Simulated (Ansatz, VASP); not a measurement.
Given: the input of a run of VASP 6.6.1 on AgI (Iodargyrite).

Contents of INCAR:

```
SYSTEM = AgI
ALGO = Normal
EDIFF = 1E-7
ENCUT = 520
GGA = PE
ISIF = 2
ISMEAR = -1
LASPH = .TRUE.
LCHARG = .FALSE.
LREAL = .FALSE.
LWAVE = .FALSE.
NBANDS = 26
NELM = 80
PREC = Accurate
SIGMA = 0.05
```

Contents of KPOINTS:

```
k-points
0
G
  7 7 4
  0 0 0
```

Contents of POSCAR:

```
AgI
1.0
    4.6203982369      0.0000000000      0.0000000000
   -2.3101991184      4.0013822488      0.0000000000
    0.0000000000      0.0000000000      7.5698027759
I Ag
2 2
Direct
    0.3333333333      0.6666666667      0.5000000000
    0.6666666667      0.3333333333      0.0000000000
    0.3333333333      0.6666666667      0.1300000000
    0.6666666667      0.3333333333      0.6300000000
```

Potentials or basis: VASP PAW PBE potentials, release 64 (I, Ag).

Command:

```sh
$ cat potpaw_PBE.64/I/POTCAR potpaw_PBE.64/Ag/POTCAR > POTCAR
$ mpirun -np 1 vasp_std > vasp.out
```

Task: Set up the same calculation for Ansatz 0.2.0. Potentials there: Ansatz PAW.

Result: As run (the cutoff follows the program's own potentials):

File input.yaml:

```yaml
crystal:
  lattice:
    - [4.6203982369, 0.0, 0.0]
    - [-2.3101991184, 4.0013822488, 0.0]
    - [0.0, 0.0, 7.5698027759]
  atoms:
    - { symbol: I, position: [0.3333333333, 0.6666666667, 0.5] }
    - { symbol: I, position: [0.6666666667, 0.3333333333, 0.0] }
    - { symbol: Ag, position: [0.3333333333, 0.6666666667, 0.13] }
    - { symbol: Ag, position: [0.6666666667, 0.3333333333, 0.63] }
hamiltonian:
  xc: pbe
  pseudopotentials: { kind: paw }
kpoints:
  mp_grid: { grid: [7, 7, 4] }
scf:
  occupations: { method: fermi_dirac, width: 0.05 }
output:
  forces: true
  stress: true
  eigenvalues: true
```

Potentials or basis: Ansatz PAW.

Run with:

```console
$ ansatz run input.yaml --threads 1 --pin off --max-ram 3584MiB --backend cpu --events-out ev --progress --plain --runs-dir out
```

Both were run:

|  | VASP | Ansatz | Ansatz less VASP |
| --- | --- | --- | --- |
| gap on the k mesh at the Fermi level (eV) | 1.38 | 1.37 | -0.003 |
| least direct gap on the mesh (eV) | 1.38 | 1.37 | -0.003 |
| pressure (GPa) | 1.1 | 1.2 | +0.07 |
| largest component of the traceless stress (GPa) | 0.35 | 0.36 | +0.005 |
| rms of the force components (eV/Å) | 0.043 | 0.044 | +0.0005 |

Atom by atom the forces differ by 0.001 eV/Å (rms over components). The two sets of potentials don't hold the same shells in valence.

Caveats: spin-orbit coupling is left out, which moves the levels of the heavy elements; odd divisions of the mesh miss points on the zone boundary, where band edges often lie, so the gap on the mesh can be too wide (Ansatz).
